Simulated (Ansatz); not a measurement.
**TiAl3 in Ansatz: the effect of functional**

TiAl3:

```
Ti Al
1.0
     2.83968    0.00000    0.00000
     0.00000    4.68126    0.00000
     0.00000    0.00000    4.90074
Ti Al
1 3
Direct
  0.00000 0.50000 0.16592
  0.00000 0.00000 0.83590
  0.50000 0.00000 0.33091
  0.50000 0.50000 0.66727
```

The cell comes from a database or a generator and needn't be the stable form of this composition.

Alike in all runs:

```yaml
Program: Ansatz 0.2.0
Task: band structure
Potentials_or_basis: Ansatz PAW
k_mesh: 5 × 3 × 3
Occupations: fermi-dirac, width 0.05 eV
Spin: no spin polarisation
```

```csv
functional,cutoff,pressure (GPa),largest force (eV/Å)
LDA,420 eV (not typed: the program's choice for these potentials),?,?
PBEsol,420 eV (not typed: the program's choice for these potentials),-2.4,0.17
r2SCAN,500 eV (not typed: the program's choice for these potentials),-2.1,0.10
```

**Question.** What does the run with functional LDA give?

**Answer.** Pressure -5.1 GPa; largest force 0.22 eV/Å.

Caveats: all runs use coarse meshes; the PAW data sets come from PBE, with cores solved anew for the run's functional, which leaves a small shift of forces and pressure.
